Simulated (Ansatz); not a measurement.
Nuclear-site quantities of BaTe as the cell is scaled

```yaml
crystal:
  lattice:
    - [0.00000, 3.91646, 3.91646]
    - [3.91646, 0.00000, 3.91646]
    - [3.91646, 3.91646, 0.00000]
  atoms:
    - { symbol: Ba, position: [0.00000, 0.00000, 0.00000] }
    - { symbol: Te, position: [0.25000, 0.25000, 0.25000] }
```

Atom numbers follow the list: Ba1, Te2.

Conventional cell: a = 7.833 Å, b = 7.833 Å, c = 7.833 Å, α = 90.00°, β = 90.00°, γ = 90.00°. Ba (atom 1) has 4 Te at 3.39 Å as nearest neighbours. Te (atom 2) is surrounded by 4 Ba at 3.39 Å.

The structure comes from a relaxation in the same program, started in the zincblende type, and has space group F-43m. Whether it is a known phase or the ground state wasn't checked.

Spin–orbit coupling is left out, though it moves levels of the heavy atoms by tenths of an eV or more.

Computed with DFT, PBE, all-electron PAW with datasets made for the crystal, scalar-relativistic (Ansatz 0.2.0).

Sampling and basis: a Γ-centred 11×11×11 k mesh, Fermi–Dirac smearing of 0.05 eV, cutoff 220 eV (chosen by the program for this cell), no spin polarisation.

The contact density is the mean electron density over the nuclear volume; its changes set Mössbauer isomer shifts. Changes below are taken from the unscaled cell, where it is 2.06511e+06 e/Å³ at Ba1, 1.46854e+06 e/Å³ at Te2.

The datasets are made afresh for each cell, so very small changes are uncertain. Scalar relativity leaves out the p1/2 density at heavy nuclei.

Question: Tabulate the changes with volume.

Answer: 
| V/V(cell) | P (GPa) | Δρ(0) Ba1 (e/Å³) | Δρ(0) Te2 (e/Å³) |
| --- | --- | --- | --- |
| 0.9600 | 0.8 | 0.97 | -0.35 |
| 1.0000 | 0.0 | 0.00 | 0.00 |
| 1.0400 | -0.7 | -0.86 | 0.51 |
